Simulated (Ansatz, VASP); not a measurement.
## TiN in VASP and in Ansatz

```
CELL_PARAMETERS angstrom
0.00000 2.08599 2.08599
2.08599 0.00000 2.08599
2.08599 2.08599 0.00000
ATOMIC_POSITIONS crystal
Ti 0.00000 0.00000 0.00000
N 0.50000 0.50000 0.50000
```

Alike in both runs: task single point; functional LDA; k mesh 16 × 16 × 16; occupations fermi-dirac, width 0.1 eV; no spin polarisation.

```csv
,VASP,Ansatz
version,VASP 6.6.1,Ansatz 0.2.0
potentials or method,"VASP PAW LDA potentials, release 64 (Ti_sv, N), cutoff 520 eV","all-electron LAPW, scalar-relativistic"
```

|  | VASP | Ansatz | Ansatz less VASP |
| --- | --- | --- | --- |
| pressure (GPa) | 1.1 | 0.2 | -0.93 |

Ansatz ran all-electron here, so the differences hold the error of VASP's frozen core and of both bases. Ansatz warned: «optics_on_partly_filled_bands».
